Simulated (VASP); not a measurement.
**InSb (F-43m): a series in biaxial strain in the (001) plane**

Strain engineering needs slopes: what does biaxial strain in the (001) plane do to the lattice and the band edges of InSb?

Main program and level: VASP 6.6.1; PBEsol; plane waves and PAW (In_d, Sb), in the first sound run; inputs show where later runs differ.

## Step 1: The structure

Symmetry: F-43m, No. 216, cubic system. The conventional cell has a = 6.479 Å, b = 6.479 Å, c = 6.479 Å, α = 90.00°, β = 90.00°, γ = 90.00°. In has 4 Sb at 2.81 Å nearest. Nearest to Sb lie 4 In at 2.81 Å. Farther neighbours are not listed.

## Step 2: Relax the crystal, PBEsol

The series starts from the cell that this level prefers, so that zero strain is near zero stress.

This step took 2 runs in a row; the last is shown.

Level: PBEsol; plane waves and PAW (In_d, Sb).

File INCAR:

```
SYSTEM = InSb
PREC = Accurate
ENCUT = 450
EDIFF = 1E-07
NELM = 120
ISMEAR = 0
SIGMA = 0.02
LREAL = .FALSE.
ALGO = Normal
GGA = PS
NBANDS = 15
LASPH = .TRUE.
LORBIT = 11
LWAVE = .FALSE.
LCHARG = .FALSE.
KPAR = 24
IBRION = 2
NSW = 40
ISIF = 3
EDIFFG = -0.005
POTIM = 0.4
```

File POSCAR:

```
InSb
1.0
    0.0000000000      3.2608859947      3.2608859947
    3.2608859947      0.0000000000      3.2608859947
    3.2608859947      3.2608859947      0.0000000000
In Sb
1 1
Direct
    0.0000000000      0.0000000000      0.0000000000
    0.2500000000      0.2500000000      0.2500000000
```

File KPOINTS:

```
Automatic mesh
0
Gamma
8 8 8
0 0 0
```

Potentials, in the order of the species: In_d and Sb (PBE family, release 64).

Launch:

```sh
> mpirun -np 24 vasp_std
```

Output:

```text
[banner, memory and clock lines left out]
running   24 mpi-ranks, on    1 nodes
[...]
|                                                                             |
|           W    W    AA    RRRRR   N    N  II  N    N   GGGG   !!!           |
|           W    W   A  A   R    R  NN   N  II  NN   N  G    G  !!!           |
|           W    W  A    A  R    R  N N  N  II  N N  N  G       !!!           |
|           W WW W  AAAAAA  RRRRR   N  N N  II  N  N N  G  GGG   !            |
|           WW  WW  A    A  R   R   N   NN  II  N   NN  G    G                |
|           W    W  A    A  R    R  N    N  II  N    N   GGGG   !!!           |
|                                                                             |
|     For optimal performance we recommend to set                             |
|       NCORE = 2 up to number-of-cores-per-socket                            |
|     NCORE specifies how many cores store one orbital (NPAR=cpu/NCORE).      |
|     This setting can greatly improve the performance of VASP for DFT.       |
[...]
|     You enforced a specific xc type in the INCAR file but a different       |
|     [... a line on the potential file left out ...]
|     I HOPE YOU KNOW WHAT YOU ARE DOING!                                     |
|                                                                             |

 LDA part: xc-table for (Slater+PW92), standard interpolation
 POSCAR, INCAR and KPOINTS ok, starting setup
[...]
entering main loop
       N       E                     dE             d eps       ncg     rms          rms(c)
DAV:   1     0.109302008063E+03    0.10930E+03   -0.73916E+03   870   0.106E+03
DAV:   2    -0.525982123723E+00   -0.10983E+03   -0.10683E+03   919   0.277E+02
DAV:   3    -0.763874222150E+01   -0.71128E+01   -0.70817E+01  1108   0.755E+01
DAV:   4    -0.782722606800E+01   -0.18848E+00   -0.18838E+00  1080   0.143E+01
[...]
DAV:  11    -0.769585218258E+01   -0.21065E-04   -0.36290E-05   975   0.516E-02    0.226E-02
DAV:  12    -0.769585279660E+01   -0.61402E-06   -0.13049E-06  1070   0.963E-03    0.597E-03
DAV:  13    -0.769585275077E+01    0.45829E-07   -0.60730E-07  1024   0.604E-03
   1 F= -.76958528E+01 E0= -.76958226E+01  d E =-.769585E+01
[...]
reached required accuracy - stopping structural energy minimisation
```

Run time: 7.4 s. Hardware: 24 MPI ranks of Intel Xeon Platinum 8488C (Sapphire Rapids), shared host; peak memory 4.9 GiB; 2.3 min of CPU time.

The logs omit lines about the potential files and the build; timing stands in the text.

OUTCAR, selected parts (step 2):

```text
  Total       -0.0015933     -0.0015933     -0.0015933      0.0000000      0.0000000     -0.0000000
  in kB       -0.0368111     -0.0368111     -0.0368111      0.0000000      0.0000000     -0.0000000
  external PRESSURE =      -0.0368111 kB  Pullay stress =       0.0000000 kB

 POSITION                                       TOTAL-FORCE (eV/Angst)
 -----------------------------------------------------------------------------------
      0.00000      0.00000      0.00000         0.000000      0.000000      0.000000
      1.63044      1.63044      1.63044        -0.000000     -0.000000     -0.000000
 -----------------------------------------------------------------------------------
    total drift:                               -0.000000     -0.000000     -0.000000

  FREE ENERGIE OF THE ION-ELECTRON SYSTEM (eV)
  ---------------------------------------------------
  free  energy   TOTEN  =        -7.6958527508 eV

  energy  without entropy=       -7.6957924921  energy(sigma->0) =       -7.69582262

 reached required accuracy - stopping structural energy minimisation

[... 3 further parts left out ...]
[key lines of the parts left out:]
E-fermi :   4.7638
```

Numbers from this step:

```
energy(sigma→0) of the program : -7.6958 eV
stress, compression positive   : xx, yy, zz 0.00, 0.00, 0.00 GPa
volume                         : 69.348 Å³
ionic steps                    : 1
```

## Step 3: Strain along the normal, PBEsol

One member in full: the plane is strained by -0.5 %, and the strain along the normal is moved by secant steps until the normal stress is under 0.012 GPa or five steps are spent; the atoms relax at each step.

This step took 2 runs, each at a new trial strain with the atoms of the one before; the last is shown.

Level: PBEsol; plane waves and PAW (In_d, Sb); cell typed or built by script.

INCAR, as its differences from that of step 2:

```diff
@@ -15,7 +15,7 @@
 LCHARG = .FALSE.
-KPAR = 24
-IBRION = 2
-NSW = 40
-ISIF = 3
-EDIFFG = -0.005
-POTIM = 0.4
+KPAR = 6
+IBRION = 1
+NSW = 25
+ISIF = 2
+EDIFFG = -0.004
+POTIM = 0.3
```

File POSCAR:

```
InSb
1.0
    0.0000000000      3.2445815650      3.2787865130
    3.2445815650      0.0000000000      3.2787865130
    3.2445815650      3.2445815650      0.0000000000
In Sb
1 1
Direct
    0.0000000000      0.0000000000      0.0000000000
    0.2500000000      0.2500000000      0.2500000000
```

KPOINTS is that of step 2.

Launch:

```sh
> mpirun -np 6 vasp_std
```

Output:

```text
[banner, memory and clock lines left out]
running    6 mpi-ranks, on    1 nodes
[...]
[... a notice as in an earlier step ...]

 [... a notice as in an earlier step ...]

 LDA part: xc-table for (Slater+PW92), standard interpolation
 POSCAR, INCAR and KPOINTS ok, starting setup
[...]
entering main loop
       N       E                     dE             d eps       ncg     rms          rms(c)
DAV:   1     0.105861446112E+03    0.10586E+03   -0.73193E+03  1777   0.106E+03
DAV:   2    -0.939974594160E+00   -0.10680E+03   -0.10360E+03  1903   0.271E+02
DAV:   3    -0.764972586323E+01   -0.67098E+01   -0.66806E+01  2309   0.742E+01
DAV:   4    -0.782824307137E+01   -0.17852E+00   -0.17846E+00  2149   0.140E+01
[...]
DAV:  11    -0.769525261899E+01   -0.20705E-04   -0.35081E-05  2057   0.505E-02    0.224E-02
DAV:  12    -0.769525322934E+01   -0.61035E-06   -0.12529E-06  2265   0.907E-03    0.602E-03
DAV:  13    -0.769525318926E+01    0.40071E-07   -0.59524E-07  2134   0.596E-03
   1 F= -.76952532E+01 E0= -.76952311E+01  d E =-.769525E+01
 BRION: g(F)=  0.245E-46 g(S)=  0.000E+00
 reached required accuracy - stopping structural energy minimisation
```

Elapsed: 17 s, on 6 MPI ranks; peak memory 1.3 GiB.

OUTCAR, selected parts (step 3):

```text
  Total        0.1226677      0.1226677      0.0023058      0.0000000      0.0000000     -0.0000000
  in kB        2.8469532      2.8469532      0.0535134      0.0000000      0.0000000     -0.0000000
  external PRESSURE =       1.9158066 kB  Pullay stress =       0.0000000 kB

 POSITION                                       TOTAL-FORCE (eV/Angst)
 -----------------------------------------------------------------------------------
      0.00000      0.00000      0.00000         0.000000      0.000000      0.000000
      1.62229      1.62229      1.63939        -0.000000     -0.000000     -0.000000
 -----------------------------------------------------------------------------------
    total drift:                                0.000000      0.000000     -0.000001

  FREE ENERGIE OF THE ION-ELECTRON SYSTEM (eV)
  ---------------------------------------------------
  free  energy   TOTEN  =        -7.6952531893 eV

  energy  without entropy=       -7.6952090879  energy(sigma->0) =       -7.69523114

[... 1 part as in an earlier step ...]

[... 3 further parts left out ...]
[key lines of the parts left out:]
E-fermi :   4.8222
```

Read from the output:

| Quantity | Value |
| --- | --- |
| energy(sigma→0) of the program | -7.6952 eV |
| stress, compression positive | xx, yy, zz 0.28, 0.28, 0.01 GPa |
| ionic steps | 1 |

## Step 4: Band edges, HSE06 with spin-orbit coupling

Short lines in KPOINTS_OPT sample the zone centre along and across the normal of the plane, for masses, and the other valleys.

Level: HSE06, spin-orbit coupling; plane waves and PAW (In_d, Sb); cell typed or built by script.

File INCAR:

```
SYSTEM = InSb
PREC = Accurate
ENCUT = 450
EDIFF = 1E-06
NELM = 100
ISMEAR = 0
SIGMA = 0.02
LREAL = .FALSE.
ALGO = Normal
LHFCALC = .TRUE.
AEXX = 0.25
GGA = PE
HFSCREEN = 0.2
LASPH = .TRUE.
LNONCOLLINEAR = .TRUE.
MAGMOM = 0 0 0 0 0 0
NBANDS = 28
GGA_COMPAT = .FALSE.
LSORBIT = .TRUE.
PRECFOCK = Fast
LWAVE = .FALSE.
LCHARG = .FALSE.
KPAR = 6
```

POSCAR is that of step 3.

File KPOINTS:

```
Automatic mesh
0
Gamma
4 4 4
0 0 0
```

File KPOINTS_OPT:

```
Line mode
6
Line-mode
Reciprocal
  0.00000000   0.00000000   0.00000000
  0.02609175   0.02609175  -0.00000000

  0.00000000   0.00000000   0.00000000
 -0.00000000  -0.02581956  -0.02581956

  0.31000000   0.31000000   0.00000000
  0.50000000   0.50000000   0.00000000

  0.00000000   0.31000000   0.31000000
  0.00000000   0.50000000   0.50000000

  0.45000000   0.45000000   0.45000000
  0.50000000   0.50000000   0.50000000

  0.45000000   0.00000000   0.00000000
  0.50000000   0.00000000   0.00000000

  0.42500000   0.42500000   0.00000000
  0.42500000   0.45081956   0.02581956

  0.50000000   0.50000000   0.50000000
  0.48174281   0.51825719   0.50000000
```

Launch:

```sh
> mpirun -np 6 vasp_ncl
```

Output:

```text
[banner, memory and clock lines left out]
running    6 mpi-ranks, on    1 nodes
[...]
[... a notice as in an earlier step ...]

 LDA part: xc-table for (Slater+PW92), standard interpolation
 found WAVECAR, reading the header
 POSCAR, INCAR and KPOINTS ok, starting setup
[...]
reading WAVECAR
 the WAVECAR file was read successfully
 initial charge from wavefunction
 entering main loop
       N       E                     dE             d eps       ncg     rms          rms(c)
DAV:   1    -0.844068986486E+01   -0.84407E+01   -0.22194E+00  1200   0.143E+01    0.186E+01
DAV:   2    -0.846082238825E+01   -0.20133E-01   -0.67137E-02  1060   0.237E+00    0.121E+01
DAV:   3    -0.845972073120E+01    0.11017E-02   -0.66283E-03  1312   0.102E+00    0.778E+00
DAV:   4    -0.845904049388E+01    0.68024E-03   -0.51904E-04  1028   0.310E-01    0.468E+00
[...]
DAV:  13    -0.845896178847E+01   -0.22765E-05   -0.10715E-07   544   0.327E-03    0.445E-02
DAV:  14    -0.845896322112E+01   -0.14326E-05   -0.57105E-08   472   0.239E-03    0.263E-02
DAV:  15    -0.845896411317E+01   -0.89205E-06   -0.30847E-08   472   0.178E-03
   1 F= -.84589641E+01 E0= -.84589641E+01  d E =-.642773E-15  mag=    -0.0000    -0.0000    -0.0000
 Start KPOINTS_OPT (optional k-point list driver)
k-point batch [1-16\48]
       N       E                     dE             ncg
DAV:   1     0.108976614132E+04   -0.50296E+03      896
DAV:   2    -0.144375211995E+04   -0.25335E+04      928
DAV:   3    -0.172302510989E+04   -0.27927E+03     1128
DAV:   4    -0.174205316579E+04   -0.19028E+02     1012
DAV:   5    -0.174281240675E+04   -0.75924E+00     1300
DAV:   6    -0.174282872319E+04   -0.16316E-01     1176
DAV:   7    -0.174282929987E+04   -0.57668E-03     1308
DAV:   8    -0.174282931076E+04   -0.10890E-04     1048
DAV:   9    -0.174282931104E+04   -0.28728E-06      656
[...]
k-point batch [33-48\48]
       N       E                     dE             ncg
DAV:   1     0.871682931384E+03   -0.62467E+04      896
DAV:   2    -0.164162564637E+04   -0.25133E+04      944
DAV:   3    -0.190066139183E+04   -0.25904E+03     1056
DAV:   4    -0.191217202220E+04   -0.11511E+02     1072
DAV:   5    -0.191276388231E+04   -0.59186E+00     1416
DAV:   6    -0.191277312375E+04   -0.92414E-02     1208
DAV:   7    -0.191277345917E+04   -0.33543E-03     1384
DAV:   8    -0.191277346612E+04   -0.69470E-05     1112
DAV:   9    -0.191277346632E+04   -0.20393E-06      712
```

Elapsed: 32 min, on 6 MPI ranks; peak memory 2.8 GiB; 3 h of CPU time.

Parts of OUTCAR (step 4):

```text
  LATTYP: Found a body centered tetragonal cell.
 ALAT       =     4.5885312534
 C/A-ratio  =     1.4291224498

 Subroutine GETGRP returns: Found  8 space group operations
 (whereof  8 operations were pure point group operations)

The static configuration has the point symmetry D_2d.

 Found     16 irreducible k-points:

   k-points           NKPTS =     16   k-points in BZ     NKDIM =     64   number of bands    NBANDS=     28

   dimension x,y,z NGX =    32 NGY =   32 NGZ =   32
   dimension x,y,z NGXF=    64 NGYF=   64 NGZF=   64

   ENCUT  =  450.0 eV  33.07 Ry    5.75 a.u.   7.98  7.98  7.94*2*pi/ulx,y,z

   NELECT =      18.0000    total number of electrons

  exchange ACFDT corr.  =         0.00000000  see jH, gK, PRB 81, 115126

 E-fermi :   4.9296

 k-point     1 :       0.0000    0.0000    0.0000
  band No.  band energies     occupation
    ...
     14       4.0590      1.00000
     15       4.7722      1.00000
     16       4.7722      1.00000
     17       4.8089      1.00000
     18       4.8089      1.00000
     19       5.0323      0.00000
     20       5.0323      0.00000
     21       7.9373      0.00000
     22       7.9373      0.00000
     23       8.3358      0.00000
    ...

 k-point     2 :       0.2500    0.0000    0.0000
  band No.  band energies     occupation
    ...
     14       0.7732      1.00000
     15       3.6895      1.00000
     16       3.6912      1.00000
     17       4.1567      1.00000
     18       4.1643      1.00000
     19       6.0607      0.00000
     20       6.0608      0.00000
     21       8.8536      0.00000
     22       8.8546      0.00000
     23       9.0974      0.00000
    ...

 POSITION                                       TOTAL-FORCE (eV/Angst)
 -----------------------------------------------------------------------------------
      0.00000      0.00000      0.00000        -0.000000     -0.000000     -0.000000
      1.62229      1.62229      1.63939         0.000000      0.000000      0.000000
 -----------------------------------------------------------------------------------
    total drift:                                0.000018     -0.000001      0.000011

  FREE ENERGIE OF THE ION-ELECTRON SYSTEM (eV)
  ---------------------------------------------------
  free  energy   TOTEN  =        -8.4589641132 eV

  energy  without entropy=       -8.4589641132  energy(sigma->0) =       -8.45896411

 Spin-Orbit-Coupling matrix elements
 Ion:    1  E_soc:     -0.0686937
 Ion:    2  E_soc:     -0.1165925

[... 1 part as in an earlier step ...]

[... 7 further parts left out ...]
```

Read from the output:

* energy(sigma→0) of the program: -8.4590 eV

## Step 5: The whole series

Hybrid runs start from orbitals of a short PBEsol run, not shown.

The other members went through these steps as far as the tables show, with the same cutoff and, step by step, the same mesh; 29 runs are not shown. The session took 23 core hours (wall time by ranks) on a shared machine.

| in-plane strain (%) | strain along the normal (%) | in-plane stress, tension positive (GPa) | energy above the unstrained row (meV/atom) |
| --- | --- | --- | --- |
| -2.000 | 2.175 | -1.238 | 5.206 |
| -1.000 | 1.085 | -0.596 | 1.248 |
| -0.500 | 0.549 | -0.285 | 0.296 |
| 0 | 0.000 | 0.004 | 0.000 |
| 0.500 | -0.593 | 0.264 | 0.263 |
| 1.000 | -1.144 | 0.542 | 1.121 |
| 2.000 | -2.254 | 1.075 | 4.618 |

Slopes at zero strain, from cubics through all rows: strain ratio -1.124, stress over strain 56 GPa. For a cubic crystal strained in (001) the ratio is −2C₁₂/C₁₁.

Band edges at HSE06 with spin-orbit coupling, counted from the valence-band top at Γ, spin-orbit pairs averaged, with one row partly withheld:

| in-plane strain (%) | gap (eV) | conduction band at Γ (eV) | Δ or X valley along z (eV) | Δ or X valley along x (eV) | lowest conduction level at L, [111] (eV) | lowest conduction level at L, [-111] (eV) | second valence level below the top (eV) | third valence level below the top (eV) |
| --- | --- | --- | --- | --- | --- | --- | --- | --- |
| -2.000 | 0.246 | 0.246 | 1.698 | 1.383 | 0.861 | 0.861 | 0.141 | 0.831 |
| -1.000 | ? | ? | 1.645 | 1.487 | 0.898 | 0.898 | 0.072 | 0.773 |
| -0.500 | 0.223 | 0.223 | 1.617 | 1.538 | 0.911 | 0.911 | 0.037 | 0.750 |
| 0 | 0.213 | 0.213 | 1.588 | 1.588 | 0.921 | 0.921 | 0.000 | 0.729 |
| 0.500 | 0.166 | 0.166 | 1.518 | 1.601 | 0.891 | 0.891 | 0.039 | 0.749 |
| 1.000 | 0.115 | 0.115 | 1.450 | 1.612 | 0.858 | 0.858 | 0.076 | 0.770 |

Conduction masses, in electron masses:

| in-plane strain (%) | conduction mass at Γ, across the strain axis or in the plane | L [111] mass, longitudinal | L [111] mass, transverse along [1-10] |
| --- | --- | --- | --- |
| -2.000 | 0.023 | 1.595 | 0.106 |
| -1.000 | 0.022 | 1.646 | 0.102 |
| -0.500 | 0.021 | 1.664 | 0.100 |
| 0 | 0.021 | 1.683 | 0.099 |
| 0.500 | 0.020 | 1.680 | 0.097 |
| 1.000 | 0.019 | 1.653 | 0.096 |

## Step 6: A fit to the known rows

The quantity to fit is the conduction level at Γ above the mean of the three top valence levels at HSE06 with spin-orbit coupling: 0.570, 0.486, 0.456, 0.428, 0.397 eV in the rows shown.

A least-squares parabola through the 5 rows shown, with e the strain in %: E = − 6.98e-4 e² − 0.05830 e + 0.4565 (eV), r.m.s. residual 5.8e-4 eV.

For the withheld row, e = -1, the fit gives 0.5141 eV.

## Step 7: The withheld row

The calculation gives 0.5152 eV, so the prediction is 0.0011 eV too low.

## Step 8: Results

```
ratio of normal to in-plane strain                                                                                               : -1.124
biaxial modulus                                                                                                                  : 56 GPa
gap of the unstrained cell, HSE06 with spin-orbit coupling                                                                       : 0.21 eV
slope at zero strain of the conduction level at Γ above the mean of the three top valence levels, HSE06 with spin-orbit coupling : -58 meV per %
error of the predicted row                                                                                                       : -1.1 meV
```

What this shows: As a check, the curvature of the energy gives 54 GPa for the same modulus (energy per volume = M × strain²), 3 % from the slope of the stress. At HSE06 with spin-orbit coupling the lowest conduction valley is Γ throughout, and the gap runs between 0.12 and 0.25 eV. At HSE06 with spin-orbit coupling the gap falls under 0.05 eV in some or all rows, where bands may have changed order, so 1 row at and beyond those points is left out of its table. The gap at PBEsol is under 0.05 eV in some or all rows and is left out; the elastic columns come from such cells and can be uneven. Hole masses are left out throughout, since the top bands are degenerate or cross in many series; of conduction masses, those of the Γ, L and (for Si and Ge under (001) strain) Δ valleys are kept where they change by under an eighth between rows. HSE06 ran on a coarser mesh than the semilocal levels. Δ or X levels are the lowest on their line, refined by a parabola unless they lie at X; the gap is read from all points sampled and can differ from the lowest valley by some meV, or by tens of meV where strain moves the valence top off Γ. Temperature, zero-point motion and excitons are left out.

[Lines on the potential files, build, host, timing and source positions are cut from VASP's logs without a mark.]

[Logs are printed without paths, hosts, clocks, repeated set-up lines and the standing remarks that a program may print on its own settings, such as how far it seeks lower states.]

[Hosts, paths, dates, database ids (printed as entryN), source tags and the programs' standing remarks are cut or masked in the printed files.]

[In band tables of VASP the shares of atoms and orbitals are scaled to a sum of 1 inside the atoms' spheres.]
